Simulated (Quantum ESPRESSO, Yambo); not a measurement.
# ZnSe (Stilleite): Bethe-Salpeter spectra with Yambo, part 2 of 4

Wanted: excitons and ε₂ of ZnSe (Stilleite), with cost.

Quantum ESPRESSO 7.5 and Yambo 5.3.0; PBE and many-body steps on it, plane waves. Known limits of the many-body steps: not at the basis limit; no spin-orbit coupling in some runs; coarse k mesh; bindings not settled in the k mesh.

So far. Step 4 (Screening and self-energy, 4×4×4 mesh, 89 bands …): The gap on the mesh goes from 1.29 eV to 2.04 eV, a correction of +0.75 eV. Step 5 (Empty states on the mesh, 4×4×4 mesh, 64 bands): On this mesh the gap is 1.167 eV.

### Step 7. Excitons

Light makes an electron and a hole together. The Bethe-Salpeter equation adds their screened attraction and their exchange, in a window of bands around the gap.

This step: Bethe-Salpeter equation on PBE with a scissors shift with spin-orbit coupling, plane waves, norm-conserving pseudopotentials.

Input file bse3.in:

```
optics
bss
bse
em1s
dipoles
rim_cut
RandQpts= 1000000
RandGvec= 1 RL
Chimod= "HARTREE"
BSKmod= "SEX"
BSEmod= "resonant"
BSSmod= "d"
BSENGexx= 20 Ry
BSENGBlk= 4 Ry
% BSEQptR
 1 | 1 |
%
% BSEBands
 39 | 46 |
%
% BEnRange
 0 | 4 | eV
%
% BDmRange
 0.1 | 0.1 | eV
%
BEnSteps= 81
% BLongDir
 1 | 0 | 0 |
%
% BndsRnXs
 27 | 64 |
%
NGsBlkXs= 4 Ry
% LongDrXs
 1 | 1 | 1 |
%
% KfnQP_E
 0.751 | 1.0 | 1.0 |
%
WRbsWF
FFTGvecs= 47 Ry
```

Command:

```
> OMP_NUM_THREADS=2 mpirun -n 4 yambo -F bse3.in -J bse3 -C bse3 > bse3.log
```

Log:

```text
 Yambo, version 5.3.0

 [02] CORE Variables Setup
 =========================

  [... cell, symmetries and grids as in the set-up ...]

  [02.05] Energies & Occupations
  ==============================

  [X] === General ===
  [X] Electronic Temperature                        :  0.000000  0.000000 [eV K]
  [X] Bosonic    Temperature                        :  0.000000  0.000000 [eV K]
  [X] Finite Temperature mode                       : no
  [X] El. density                                   :  0.96675E+24 [cm-3]
  [X] Fermi Level                                   :  8.910224 [eV]

  [X] === Gaps and Widths ===
  [X] Conduction Band Min                           :  1.166889 [eV]
  [X] Valence Band Max                              :  0.000000 [eV]
  [X] Filled Bands                                  :   44
  [X] Empty Bands                                   :   45   64
  [X] Direct Gap                                    :  1.166889 [eV]
  [X] Direct Gap localized at k                     :  1
  [X] Indirect Gap                                  :  1.166889 [eV]
  [X] Indirect Gap between kpts                     :  1  1
  [X] Last valence band width                       :  2.753968 [eV]
  [X] 1st conduction band width                     :  4.094379 [eV]

 [03] Transferred momenta grid and indexing
 ==========================================

 [BZ sampling] Q-grid is User defined and/or read from the database

 IBZ Q-points                                      :   8
 BZ  Q-points                                      :   64

 K/Q-points units:
 rlu = crystal or reduced units; cc = cartesian coordinates; iku = interal k-units

 Q [1]          [rlu]:  0.000000  0.000000  0.000000
 Q [2]          [rlu]:  0.33641E-17  0.33641E-17  0.25000
 Q [3]          [rlu]: -0.67283E-17 -0.67283E-17 -0.50000
 Q [4]          [rlu]: -0.60307E-17  0.25000      0.25000
 Q [5]          [rlu]: -0.10514E-16  0.25000      0.50000
 Q [6]          [rlu]: -0.67283E-17  0.25000     -0.25000
 Q [7]          [rlu]:  0.12061E-16 -0.50000     -0.50000
 Q [8]          [rlu]:  0.250000 -0.500000 -0.250000

  [03.01] X + BSE indexes
  =======================

   [03.01.01] Sigma indexes
   ========================

 [04] Coloumb potential Random Integration (RIM)
 ===============================================

  [04.01] RIM initialization
  ==========================

  * Diagonal components only detected *

  8 x (sBL volume)        :  0.100952 [a.u.]
  sBZ random points       :  1000000
  Points outside the sBZ  :   7968281
  RL volume               :  0.807617 [a.u.]
  Integrated volume       :  0.810832 [a.u.]

  [04.02] RIM integrals
  =====================

  Gamma point sphere radius             :  0.084461 [a.u.]
  Points outside the sphere             :   800476
  [Int_sBZ(q=0) 1/q^2]*(Vol_sBZ)^(-1/3) =:  7.776341
                                 should be <:  7.795600

  Summary of Coulomb integrals for non-metallic bands |Q|[au] RIM/Bare

  Q [1] 0.100000E-4 0.997530 * Q [2] 0.254029 1.068455
  Q [4] 0.293327 1.068048 * Q [6] 0.414827 1.030576
  Q [5] 0.486428 1.023062 * Q [3] 0.508057 1.020719
  Q [7] 0.586654 1.016898 * Q [8] 0.655899 1.013831

 [05] External/Internal QP corrections
 =====================================

 [QP_apply] Action to be applied: USER defined scissor

  [05.01]  QP corrections report
  ==============================

  [K+QP] === General ===
  [K+QP] Electronic Temperature                     :  0.000000  0.000000 [eV K]
  [K+QP] Bosonic    Temperature                     :  0.000000  0.000000 [eV K]
  [K+QP] Finite Temperature mode                    : no
  [K+QP] El. density                                :  0.96675E+24 [cm-3]
  [K+QP] Fermi Level                                :  0.000000 [eV]

  [K+QP] === Gaps and Widths ===
  [K+QP] Conduction Band Min                        :  1.917889 [eV]
  [K+QP] Valence Band Max                           :  0.000000 [eV]
  [K+QP] Filled Bands                               :   44
  [K+QP] Empty Bands                                :   45   64
  [K+QP] Direct Gap                                 :  1.917889 [eV]
  [K+QP] Direct Gap localized at k                  :  1
  [K+QP] Indirect Gap                               :  1.917889 [eV]
  [K+QP] Indirect Gap between kpts                  :  1  1
  [K+QP] Last valence band width                    :  2.753968 [eV]
  [K+QP] 1st conduction band width                  :  4.094379 [eV]

  [coarse-grid] Minimum Bare Gap        [ev]:  1.166889
  [coarse-grid] Minimum Gap Correction  [ev]:  0.751000

  Eqp @ K [1]
  -207.2640 -207.2640 -150.7374 -150.7374 -144.8659 -144.8659 -144.8659 -144.8659
  -125.3348 -125.3348  -81.5722  -81.5722  -78.5074  -78.5074  -78.5074  -78.5074
  -47.51288 -47.51288 -47.51288 -47.51288 -46.62092 -46.62092 -46.61838 -46.61838
  -46.61838 -46.61838 -13.38162 -13.38162  -6.78254  -6.78254  -6.78254  -6.78254
  -6.561452 -6.561451 -6.245564 -6.245563 -6.245562 -6.245562 -0.381702 -0.381702
  -0.604555E-5 -0.602134E-5 -0.599622E-5   0.00000      1.91789      1.91789      6.33842      6.33842
[...]
Eqp @ K [2]
[...]
Eqp @ K [3]
[...]
Eqp @ K [4]
[...]
Eqp @ K [5]
[...]
[... 2 further k-points ...]
  Eqp @ K [8]
[...]
-2.998326 -2.822642 -2.770180 -2.753968  6.012268  6.110554  6.192832  6.264433
    7.55870   7.63439   8.33046   8.35527  12.24139  12.43966  14.41498  14.48469
   14.65776  14.76867  15.30722  15.34902  18.34740  18.37571  19.99462  20.06269

 [06] Dipoles
 ============

  [06.01] Setup: observables and procedures
  =========================================

  [WARNING] [x,Vnl] slows the Dipoles computation. To neglect it rename the ns.kb_pp file

  [WARNING] [r,Vnl^pseudo] included in position and velocity dipoles.

  [WARNING] In case H contains other non local terms, these are neglected

 [07] Static Dielectric Matrix
 =============================

 [WR./bse3//ndb.em1s]------------------------------------------------------------
  Brillouin Zone Q/K grids (IBZ/BZ)                :    8   64    8   64
  RL vectors                                       :  1759 [WF]
  Coulomb cutoff potential                         : none
  Electronic Temperature                           :  0.000000 [K]
  Bosonic    Temperature                           :  0.000000 [K]
  Static diel. fun.  energies                      : Perdew, Burke & Ernzerhof(X)+Perdew, Burke & Ernzerhof(C)
  wavefunctions                                    : Perdew, Burke & Ernzerhof(X)+Perdew, Burke & Ernzerhof(C)
  Global Gauge                                     : length
  X matrix size                                    :   59
  X band range                                     :   27   64
  X e/h energy range                               : -1.000000 -1.000000 [eV]
  X Time ordering                                  : T
  X Hxc Kernel                                     : HARTREE
  X Drude frequency                                :  0.000000  0.000000
  X poles                                          :  100.0000 [o/o]
  RL vectors in the sum                            :  1759
  [r,Vnl] included                                 : yes
  Field direction                                  :  0.577350E-5  0.577350E-5  0.577350E-5
  BZ energy Double Grid                            : no
  BZ energy DbGd points                            : 0
  BZ Q point size factor                           : -1.000000
  X Optical Averaged directions                    : none

 [08] Bethe Salpeter Equation driver
 ===================================

  [08.01] Bethe Salpeter Equation @q1
  ===================================

   [08.01.01] Transition pre-analysis @q1
   ======================================

   [08.01.02] Transition Groups build-up @q1
   =========================================

   [BSK] Transition groups (total):  16
   [BSK] Size (resonant):   768
   [BSK]         (total):   768
   [BSK] N. of matrices :  1

   [08.01.03] Loading Dipoles @q1
   ==============================

   [08.01.04] Independent Particles properties @q1
   ===============================================

   ==========================================================

   [BSE] Exchange components :   531
   [BSE] Correlation components :   59  259

    [08.01.05.01] Screened interaction header I/O
    =============================================

    [08.01.05.02] Main kernel loop
    ==============================

    [08.01.05.03] Wave-Function Phases
    ==================================

    [BSE] WF phases found       :  19.40104 [o/o]

   [08.01.06] BSE solver(s) @q1
   ============================

   [08.01.07] Diago Solver @q1
   ===========================

 [11] Game Over & Game summary
```

Run time: 10 s. Hardware: 4 MPI ranks of Arm Neoverse V2, shared host; peak memory 1.2 GiB.

Numbers from this step:

| Property | Result |
| --- | --- |
| transitions in the window | 768 |
| direct gap of the transition levels | 1.918 eV |
| lowest state | 1.724 eV |
| first strong exciton (over a fiftieth of the strongest listed) | 1.736 eV |
| binding of the lowest state below the direct gap | 0.1944 eV |
| Coulomb term of one mesh cell | 0.2077 eV |

The binding is 0.94 times the screened Coulomb term of one mesh cell (0.21 eV), so it is not shown settled.

The lowest state lies at 1.724 eV, 0.194 eV under the direct gap.

Lines within 3 meV are set at the lowest of them, and the highest group, which the list may cut short, is left out. Exciton lines, with heights relative to the strongest:

```
position (eV)  lines merged  strength, relative
        1.724             5                 0.0
        1.736             3                 100
        2.104             1                 0.0
        2.110             3                  32
        3.521             5                 0.0
        3.553             3                  79
        3.650             3                 0.3
```

Field along x; broadening 0.1 eV; transition window only. Limits: finite bands, cutoff and mesh; coarse k mesh; exciton not shown settled in the k mesh. The ε₂ by photon energy; read off at these points:

```
photon energy (eV)    BSE  no electron-hole interaction
              0.00  0.203                         0.149
              0.10  0.223                         0.162
              0.20  0.247                         0.177
              0.30  0.275                         0.195
              0.45  0.329                         0.227
              0.55  0.376                         0.254
              0.65  0.434                         0.287
              0.75  0.510                         0.328
              0.85  0.610                         0.380
              0.95  0.747                         0.447
              1.10   1.07                         0.592
              1.20   1.44                         0.739
              1.30   2.06                         0.955
              1.40   3.22                          1.30
              1.50   5.79                          1.88
              1.60   12.9                          3.01
              1.75   35.4                          8.32
              1.85   16.9                          21.2
              1.95   9.68                          28.2
              2.05   11.7                          12.3
              2.10   13.8                          8.81
              2.15   11.9                          7.41
              2.25   5.42                          9.17
              2.40   2.39                          5.50
              2.50   1.78                          2.75
              2.60   1.50                          1.76
              2.70   1.39                          1.33
              2.80   1.41                          1.12
              2.90   1.54                          1.03
              3.05   2.03                          1.04
              3.15   2.74                          1.12
              3.25   4.12                          1.30
              3.35   7.33                          1.60
              3.45   16.4                          2.12
              3.55   33.2                          3.13
              3.70   28.5                          7.58
              3.75   31.2                          11.4
              3.80   27.1                          17.7
              3.90   16.7                          23.7
              4.00   8.50                          23.5
```

### Step 8. Empty states on the mesh, 6×6×6 mesh, 64 bands

This step: Quantum ESPRESSO 7.5; DFT, PBE with spin-orbit coupling, plane waves, norm-conserving pseudopotentials.

Input file pw.in:

```
&control
  calculation = 'nscf'
  prefix = 'x'
  outdir = 'o'
  pseudo_dir = 'pseudo'
/
&system
  ibrav = 0
  nat = 2
  ntyp = 2
  ecutwfc = 104.0
  nbnd = 64
  force_symmorphic = .true.
  noncolin = .true.
  lspinorb = .true.
/
&electrons
  conv_thr = 1e-9
  electron_maxstep = 80
  diago_full_acc = .true.
  diago_thr_init = 5e-6
/
ATOMIC_SPECIES
  Zn 65.38 Zn.upf
  Se 78.971 Se.upf
CELL_PARAMETERS angstrom
  -0.0000000000 2.8338000000 2.8338000000
  2.8338000000 -0.0000000000 2.8338000000
  2.8338000000 2.8338000000 0.0000000000
ATOMIC_POSITIONS crystal
  Zn 0.0000000000 0.0000000000 0.0000000000
  Se 0.2500000000 0.2500000000 0.2500000000
K_POINTS automatic
  6 6 6 0 0 0
```

Command:

```
> OMP_NUM_THREADS=1 mpirun -n 8 pw.x -nk 4 -in pw.in > pw.out
```

Log:

```text
[banner, memory and clock lines left out]
Program PWSCF v.7.5 starts

     Atomic positions and unit cell read from directory:
     o/x.save/

     Message from routine setup:
     using ibrav=0 with symmetry is DISCOURAGED, use correct ibrav instead

     bravais-lattice index     =            0
     lattice parameter (alat)  =       7.5733  a.u.
     unit-cell volume          =     307.1384 (a.u.)^3
     number of atoms/cell      =            2
     number of atomic types    =            2
     number of electrons       =        44.00
[...]
k = 0.2357 0.2357-0.2357 (  5504 PWs)   bands (ev):

  -198.3538-198.3538-141.8272-141.8272-135.9557-135.9557-135.9557-135.9557
  -116.4246-116.4246 -72.6620 -72.6620 -69.5972 -69.5972 -69.5972 -69.5972
[...]
15.3079  15.3099  16.3610  16.3610  19.2161  19.2161  19.8342  19.8342
    19.8688  19.8769  24.2624  24.2624  26.4280  26.4280  26.5029  26.5055

          k =-0.3536-0.3536 0.3536 (  5480 PWs)   bands (ev):

     [... further k-points ...]

     highest occupied, lowest unoccupied level (ev):     8.9102   10.0771

     XML data file, pseudopotentials, collected wavefunctions
```

The job ended after 10 s (8 MPI ranks; peak memory 0.67 GiB; 75 s of CPU time).

Numbers from this step:

```yaml
gap: 1.167 eV
k_of_the_valence_top: 0, 0, 0
k_of_the_conduction_bottom: 0, 0, 0
least_direct_gap: 1.167 eV
k_points_computed: 16
lowest_point_of_the_top_converged_band_above_the_valence_top: 12.95 eV
```

On this mesh the gap is 1.167 eV.

### Step 9. Conversion and set-up

This step: Yambo 5.3.0; conversion and set-up on PBE with spin-orbit coupling, plane waves, norm-conserving pseudopotentials.

Command:

```
> (cd o/x.save; p2y > p2y.log; mv SAVE ../..); yambo > setup.log
```

Log:

```text
 Yambo, version 5.3.0

 [02] CORE Variables Setup
 =========================

  [02.01] Unit cells
  ==================

  Cell kind             :  FCC
  Atoms in the cell     :  Zn  Se
  number of Zn atoms    :  1
  number of Se atoms    :  1

  List of atomic masses
  Mass of Zn    :  65.38000
  Mass of Se    :  78.97100

  List of atomic coordinates    : [cc]
  Zn1       :  0.000000  0.000000  0.000000  order 1
  Se1       :  2.677553  2.677553  2.677553  order 2

  Alat factors          :  5.355106  5.355106  5.355106 [a.u.]
  Direct lattice volume :  307.1384 [a.u.]
[...]
Q [ 1]         [rlu]:  0.000000  0.000000  0.000000
 Q [ 2]         [rlu]:  0.34523E-17  0.34523E-17  0.16667
 Q [ 3]         [rlu]:  0.69045E-17  0.69045E-17  0.33333
[...]
Q [ 8]         [rlu]: -0.67283E-17  0.16667     -0.33333
 Q [ 9]         [rlu]: -0.28048E-17  0.16667     -0.16667
 Q [10]         [rlu]: -0.80409E-17  0.33333      0.33333
     [... 4 further rows ...]
 Q [15]         [rlu]:  0.166667  0.333333 -0.333333
 Q [16]         [rlu]:  0.166667 -0.500000 -0.333333

  [03.01] X indexes
  =================

   [03.01.01] Sigma indexes
   ========================

 [06] Game Over & Game summary
```

The job ended after 3.9 s (1 MPI rank; peak memory 0.26 GiB).

(Continued in part 3 of 4.)

[Paths, hosts, dates, memory and timing lines, banners, echoed tables and standing remarks are left out of the program output.]

[Logs are printed without paths, hosts, clocks, repeated set-up lines and the standing remarks that a program may print on its own settings, such as how far it seeks lower states.]

[Runs of the session that timed out or met a known fault of the program may be left out.]

[Hosts, paths, dates, database ids (printed as entryN), source tags and the programs' standing remarks are cut or masked in the printed files.]
